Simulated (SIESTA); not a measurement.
**Al2O3: equation of state with LDA**

Al2O3:

```
Al O
1.0
     2.88432    0.00000    0.00000
    -1.44216    2.49790    0.00000
     0.00000    0.00000    9.33675
Al O
2 3
Direct
  0.00000 0.00000 0.85001
  0.00000 0.00000 0.14999
  0.33333 0.66667 0.77768
  0.66667 0.33333 0.00000
  0.33333 0.66667 0.22232
```

Measurements of this composition are mostly on another form, of space group No. 167.

- Program: SIESTA 5.4.2
- Task: equation of state
- Functional: LDA
- Potentials or basis: PseudoDojo 0.4 standard (LDA files)
- Basis: DZP (energy shift 0.003 Ry)
- Grid cutoff: 800 Ry
- Energy shift: 0.003 Ry
- k mesh: 8 × 8 × 2
- Occupations: fermi-dirac, width 0.05 eV
- Spin: no spin polarisation

The equilibrium volume is 12.91 Å³/atom and the bulk modulus at fixed shape and positions is 152 GPa. The pressure derivative of the bulk modulus is 4.2.

Energy against volume, from the lowest point:
```tsv
volume (Å³/atom)	energy (meV/atom)
12.647	2.54
12.916	0.00
13.185	2.76
13.454	10.31
13.723	22.17
13.992	37.86
14.261	57.01
```

All runs of the series together: 18 min on 1 thread of Arm Neoverse V1 (shared host).

Caveat: the cell was scaled at fixed shape and fractional positions, which overstates the stiffness of a crystal with free parameters, most of all of layers and chains; the basis of atomic orbitals isn't converged, which shifts pressures, moduli and gaps.
